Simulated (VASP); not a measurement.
# MgO2 (R-3m) in VASP: a series of runs, part 2 of 2

VASP 6.6.1. The steps go on from the part before.

**4. Single point, PBEsol (strain -0.080 along x and y, +0.080 along z, atoms carried along)**

Input file INCAR:

```
SYSTEM = MgO2
PREC = Accurate
ENCUT = 520
EDIFF = 1E-6
ISMEAR = 0
SIGMA = 0.05
LREAL = .False.
LASPH = .True.
NELM = 80
ALGO = Fast
ISIF = 2
LWAVE = .False.
LCHARG = .False.
GGA = PS
NBANDS = 14
```

Input file KPOINTS:

```
regular mesh
0
Gamma
  12 12 12
  0 0 0
```

Input file POSCAR:

```
MgO2
1.0
    1.4763801347      0.8523884682      3.7734971849
   -1.4763801347      0.8523884682      3.7734971849
    0.0000000000     -1.7047769364      3.7734971849
Mg O
1 2
Direct
    0.0000000000      0.0000000000      0.0000000000
    0.4287860000      0.4287860000      0.4287860000
    0.5712140000      0.5712140000      0.5712140000
```

Potentials or basis: VASP PAW PBE potentials, release 64 (Mg, O).

Command:

```console
$ cat potpaw_PBE.64/Mg/POTCAR potpaw_PBE.64/O/POTCAR > POTCAR
$ mpirun -np 1 vasp_std > vasp.out
```

OUTCAR:

```text
SYSTEM = MgO2
   PREC = Accurate
   ENCUT = 520
   EDIFF = 1E-6
   ISMEAR = 0
   LREAL = .False.
   LASPH = .True.
   NELM = 80
   ISIF = 2
   GGA = PS

 ion  position               nearest neighbor table
   1  0.000  0.000  0.000-   3 2.02   3 2.02   2 2.02   2 2.02   3 2.02   2 2.02
   2  0.429  0.429  0.429-   3 1.61   1 2.02   1 2.02   1 2.02
   3  0.571  0.571  0.571-   2 1.61   1 2.02   1 2.02   1 2.02

  LATTYP: Found a trigonal (rhomboedric) cell.
 ALAT       =     4.1407179821
 COS(alpha) =     0.7457417364

  Lattice vectors:

 A1 = (   1.4763801347,   0.8523884682,   3.7734971849)
 A2 = (  -1.4763801347,   0.8523884682,   3.7734971849)
 A3 = (   0.0000000000,  -1.7047769364,   3.7734971849)

Analysis of symmetry for initial positions (statically):
=====================================================================
 Subroutine PRICEL returns:
 Original cell was already a primitive cell.

 Routine SETGRP: Setting up the symmetry group for a
 trigonal (rhombohedral) supercell.

 Subroutine GETGRP returns: Found 12 space group operations
 (whereof 12 operations were pure point group operations)
 out of a pool of 12 trial point group operations.

The static configuration has the point symmetry D_3d.
[... 183 lines left out ...]
     10      14.7491      0.00000
     11      15.8786      0.00000
     12      19.7239      0.00000
     13      19.7239      0.00000
     14      21.8557      0.00000
[... 377 lines left out ...]
      1     -16.6840      2.00000
      2     -12.6085      2.00000
      3      -3.6039      2.00000
      4      -2.6517      2.00000
      5      -0.6469      2.00000
      6       0.8510      2.00000
      7       1.2319      2.00000
      8       5.2598      0.00000
      9      13.5705      0.00000
     10      15.1390      0.00000
     11      16.2171      0.00000
     12      16.7679      0.00000
     13      17.6456      0.00000
     14      21.7410      0.00000

 [... further k-points ...]

------------------------ aborting loop because EDIFF is reached ----------------------------------------

  FORCE on cell =-STRESS in cart. coord.  units (eV):
  Direction    XX          YY          ZZ          XY          YZ          ZX
  --------------------------------------------------------------------------------------
  -------------------------------------------------------------------------------------
  Total        3.9358134      3.9358134     -6.9523818      0.0000000     -0.0000000      0.0000000
  in kB      221.3166280    221.3166280   -390.9427436      0.0000000     -0.0000000      0.0000000
  external PRESSURE =      17.2301708 kB  Pullay stress =       0.0000000 kB

 VOLUME and BASIS-vectors are now :
 -----------------------------------------------------------------------------
  energy-cutoff  :      520.00
  volume of cell :       28.49
      direct lattice vectors                 reciprocal lattice vectors
     1.476380135  0.852388468  3.773497185     0.338666166  0.195529002  0.088335387
    -1.476380135  0.852388468  3.773497185    -0.338666166  0.195529002  0.088335387
     0.000000000 -1.704776936  3.773497185     0.000000000 -0.391058004  0.088335387

 POSITION                                       TOTAL-FORCE (eV/Angst)
 -----------------------------------------------------------------------------------
      0.00000      0.00000      0.00000         0.000000     -0.000000      0.000000
      0.00000      0.00000      4.85407         0.000000     -0.000000      2.348899
      0.00000      0.00000      6.46642         0.000000      0.000000     -2.348899
 -----------------------------------------------------------------------------------
    total drift:                               -0.000000     -0.000000      0.000000

  FREE ENERGIE OF THE ION-ELECTRON SYSTEM (eV)
  ---------------------------------------------------
  free  energy   TOTEN  =       -16.6327702488 eV

  energy  without entropy=      -16.6327702480  energy(sigma->0) =      -16.63277025
```

Run time: 52 s. Hardware: 1 thread of Intel Xeon Platinum 8559C (Emerald Rapids), shared host; peak memory 0.23 GiB.

Results:

```yaml
Free_energy: -16.6328 eV
Pressure: 1.7 GPa
Largest_force: 2.349 eV/Å
Band_gap_on_the_k_mesh: 0.33 eV, direct
```

Forces on the atoms (eV/Å):
```
Mg   0.000  0.000  0.000
O    0.000  0.000  2.349
O    0.000  0.000 -2.349
```

Caveat: the PAW data sets were made with another functional, which shifts forces and pressure a little.

**5. Single point, PBEsol (strain +0.040 along x and y, -0.080 along z, atoms carried along)**

Input file INCAR:

```
PREC     = Accurate       # precision mode
ENCUT    = 520            # plane-wave cutoff, eV
EDIFF    = 1E-6           # SCF threshold, eV
ISMEAR   = 0              # smearing method
SIGMA    = 0.05           # smearing width, eV
LREAL    = F              # projectors in reciprocal space
LASPH    = T              # aspherical terms in the spheres
NELM     = 80             # most SCF steps
ALGO     = Normal         # electronic algorithm
ISIF     = 2              # what is computed and relaxed
LWAVE    = F              # write WAVECAR
LCHARG   = F              # write CHGCAR
GGA      = PS             # functional
NBANDS   = 14             # bands
```

Input file KPOINTS:

```
regular mesh
0
Gamma
  12 12 12
```

Input file POSCAR:

```
MgO2
1.0
    1.6689514567      0.9635695728      3.2144605649
   -1.6689514567      0.9635695728      3.2144605649
    0.0000000000     -1.9271391455      3.2144605649
Mg O
1 2
Direct
    0.0000000000      0.0000000000      0.0000000000
    0.4287860000      0.4287860000      0.4287860000
    0.5712140000      0.5712140000      0.5712140000
```

Command:

```console
$ cat potpaw_PBE.64/Mg/POTCAR potpaw_PBE.64/O/POTCAR > POTCAR
$ mpirun -np 1 vasp_std > vasp.out
```

It took 45 s on 1 thread of Intel Xeon Platinum 8559C (Emerald Rapids), shared host; peak memory 0.21 GiB.

Results (log left out):

```yaml
Free_energy: -16.8142 eV
Pressure: 4.9 GPa
Largest_force: 3.823 eV/Å
Band_gap_on_the_k_mesh: 2.61 eV, indirect (least direct gap 2.90 eV)
```

Forces in eV/Å, atoms in the order of the input:
```
Mg   0.000  0.000  0.000
O    0.000  0.000 -3.823
O    0.000  0.000  3.823
```

Stress tensor (GPa, compression positive):
```
-12.66   0.00   0.00
  0.00 -12.66   0.00
  0.00   0.00  40.09
```

Levels at points of the mesh, in eV from the valence-band top:
```
           k point  band 4  band 5  band 6  band 7  band 8  band 9  band 10  band 11
(0.00, 0.00, 0.00)   -4.70   -4.70   -1.07   -1.07    3.16    6.12    12.93    12.93
(0.50, 0.00, 0.00)   -7.11   -4.93   -1.55   -0.79    5.61    7.23     8.48    11.99
(0.50, 0.50, 0.00)   -6.35   -5.76   -2.11    0.00    5.14    6.04     9.30    12.13
(0.50, 0.50, 0.50)   -5.30   -5.30   -0.05   -0.05    3.26    3.99     9.51    12.03
```

Caveat: the PAW data sets were made with another functional, which shifts forces and pressure a little. A k mesh can miss the band edges.

**6. The runs side by side**

| cell | gap on the mesh (eV) | pressure (GPa) | largest force (eV/Å) |
| --- | --- | --- | --- |
| strain +0.000 along x and y, -0.040 along z, atoms carried along | 3.04 | 3.2 | 1.23 |
| strain +0.040 along x and y, -0.040 along z, atoms carried along | 2.77 | -4.3 | 1.71 |
| strain -0.080 along x and y, +0.080 along z, atoms carried along | 0.33 | 1.7 | 2.35 |
| strain +0.040 along x and y, -0.080 along z, atoms carried along | 2.61 | 4.9 | 3.82 |

Alike in all rows: task single point; level PBEsol; potentials or basis VASP PAW PBE potentials, release 64 (Mg, O); no spin polarisation; k mesh 12 × 12 × 12; cutoff (eV) 520; smearing gaussian 0.05 eV.

Caveats: the PAW data sets were made with another functional, which shifts forces and pressure a little.

Absolute energies hang on the potentials; compare differences alone.
